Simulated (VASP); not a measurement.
The system is BeTe.

```
CELL_PARAMETERS angstrom
0.00000 2.77000 2.77000
2.77000 0.00000 2.77000
2.77000 2.77000 0.00000
ATOMIC_POSITIONS crystal
Te 0.75000 0.75000 0.75000
Be 0.00000 0.00000 0.00000
```

| Quantity | Value |
| --- | --- |
| Program | VASP 6.6.1 |
| Task | relaxation of cell and atoms |
| Functional | PBE |
| Potentials or basis | VASP PAW PBE potentials, release 64 (Te, Be) |
| Cutoff | 580 eV |
| k mesh | 8 × 8 × 8 |
| Occupations | fermi-dirac, width 0.05 eV |
| Spin | no spin polarisation |

At the start: pressure 4.5 GPa; volume 21.25 Å³/atom.

Question: Where does the relaxation end?

Answer: Over 3 steps the energy falls by 19.8 meV/atom and the volume is 22.76 Å³/atom (+7.1 %); space group F-43m (No. 216, to 0.05 Å).

The path:
| step | energy change (eV) | largest force (eV/Å) | pressure (GPa) | volume (Å³) |
| --- | --- | --- | --- | --- |
| 1 | 0.0000 | 0.0000 | 4.46 | 42.51 |
| 2 | -0.0377 | 0.0000 | -0.86 | 46.25 |
| 3 | -0.0396 | 0.0000 | 0.01 | 45.52 |

Final structure:
```
Te Be
1.0
     0.00000    2.83394    2.83394
     2.83394    0.00000    2.83394
     2.83394    2.83394    0.00000
Te Be
1 1
Cartesian
  4.2509 4.2509 4.2509
  0.0000 0.0000 0.0000
```
